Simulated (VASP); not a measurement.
The system is InP.

```
In P
1.0
     0.00000    2.93050    2.93050
     2.93050    0.00000    2.93050
     2.93050    2.93050    0.00000
In P
1 1
Direct
  0.00000 0.00000 0.00000
  0.75000 0.75000 0.75000
```

Base run:

* Program: VASP 6.6.1
* Functional: PBE
* Potentials or basis: VASP PAW PBE potentials, release 64 (In_d_GW, P_GW)
* Cutoff: 600 eV
* k mesh: 8 × 8 × 8
* Occupations: fermi-dirac, width 0.05 eV
* Spin: no spin polarisation

Its results: band gap on the k mesh 0.71 eV, direct.

The run is repeated on the same cell with these changes: potentials or basis from VASP PAW PBE potentials, release 64 (In_d_GW, P_GW) to VASP PAW PBE potentials, release 64 (In, P); cutoff from 600 eV to 500 eV; further incar settings from ALGO = Normal; EDIFF = 1e-07 to ALGO = Fast; EDIFF = 1e-06; valence electrons from 18 to 8. What comes out?

Band gap on the k mesh 0.77 eV, direct.

Caveats: spin-orbit coupling is left out, which moves the levels of the heavy elements.
